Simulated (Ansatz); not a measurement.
# HgSe: pressure against volume scale

Periodic Kohn-Sham DFT of a crystal at fixed atoms, scaled to volume_scale times the given cell; pressure positive in compression, energy less spherical unpolarised free atoms, largest_vzz the field gradient of largest size among the nuclei. The results are calculated, by Ansatz 0.2.0.

The cell before it is scaled or strained (space group F-43m, No. 216):
```
HgSe
1.0
      0.0000     3.0360     3.0360
      3.0360     0.0000     3.0360
      3.0360     3.0360     0.0000
Hg Se
1 1
Direct
  0.00000 0.00000 0.00000
  0.75000 0.75000 0.75000
```

Settings of every row: method frozen-core PAW; functional PBE; relativity scalar; k mesh 8x8x8; filling fermi-dirac; smearing width 0.01 eV; wave cutoff 420 eV; paw set soft_2.

Atom start moment: 0 on all atoms.

Limits: no spin-orbit coupling on heavy atoms.

| row | volume scale | V (Å³/atom) | pressure (GPa) |
| --- | --- | --- | --- |
| 1 | 0.94 | 26.305 | 9.607 |
| 2 | 0.99 | 27.704 | 5.589 |
| 3 | 1 | 27.984 | 4.911 |
| 4 | 1.01 | 28.264 | ? |
| 5 | 1.06 | 29.663 | 1.545 |

Question: what pressure should row 4 give?

Worked fit of pressure. Take u = (V_r/V)^(2/3) − 1 with V_r = 27.844 Å³ an atom, which is twice the finite (Eulerian) strain; such expansions in the strain, on which the Birch-Murnaghan equation of state is built, carry the rest volume and the bulk modulus. The shown rows have u = 0.03863, 0.00337, -0.00334, -0.04131. Least squares give pressure = 5.2452 + 101.629 × u + 291.97 × u² GPa; a straight line predicts inner rows, each left out in turn, worse (root mean square 0.31 against 0.004 GPa). The rows lie off it by 0.000, -0.002, 0.002, 0.000. The withheld row has u = -0.00993, so the fit gives 5.2452 + 101.629 × (-0.00993) + 291.97 × (-0.00993)² = 4.265 GPa.

The calculation gave 4.27 GPa. The fit lies 0.005 GPa (0.062 % of the column's range) below it; its largest miss of a shown row is 0.002 GPa.
